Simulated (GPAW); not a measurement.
Runs of GPAW 26.7.0 on Os. The structure is hexagonal, space group P6_3/mmc (No. 194). The conventional cell has a = 2.734 Å, b = 2.734 Å, c = 4.320 Å, α = 90.00°, β = 90.00°, γ = 120.00°. Os (site symmetry -6m2) has 12 Os at 2.68 to 2.73 Å as nearest neighbours. 

```csv
task,level,potentials or basis,spin,cell,band path,band points,data set,optimizer,fmax,gap on the mesh (eV),pressure (GPa),relaxed volume (Å³/atom)
band structure,LDA,"JTH PAW 2.0, LDA, pw",off,as given,"GMKGALHA,LM,KH",60,Os jth,-,-,-,-10.4,-
relaxation of cell and atoms,MS2,"GPAW PAW data sets (gpaw-data 1.2.1), pw",off,relaxed,-,-,-,BFGS,0.05 eV/Å,none,0.0,13.72
relaxation of cell and atoms,PBEint,"PAW data sets generated in the run's folder for this functional, pw",off,relaxed,-,-,-,LBFGS,0.02 eV/Å,none,0.0,13.86
band structure,r2SCAN,"GPAW PAW data sets (gpaw-data 1.2.1), pw","SOC, no magnetisation",as given,"GMKGALHA,LM,KH",80,-,-,-,-,(a),-
```

Alike in all rows: k mesh 8 × 8 × 5; cutoff (eV) 600; smearing fermi-dirac 0.05 eV.

Problem. Estimate the missing entries.

Solution. (a) -1.6.

Caveats: later steps reuse the first step's grids (some runs); the PAW data sets were made with another functional, which shifts forces and pressure a little (some runs); the program truncates these outside data sets (some runs); spin-orbit coupling is left out, which moves the levels of the heavy elements (some runs); spin-orbit coupling was added after a scalar SCF, so levels and gaps hold it while energy, forces, pressure and moments don't (some runs); this program's spin-orbit splittings come out too wide for heavy elements (some runs).

A k mesh can miss the band edges, and rows without SOC leave out spin-orbit coupling on Os.

A gap of «none» marks a metal or a gap under the smearing width.

The runs don't all hold the same shells in valence.
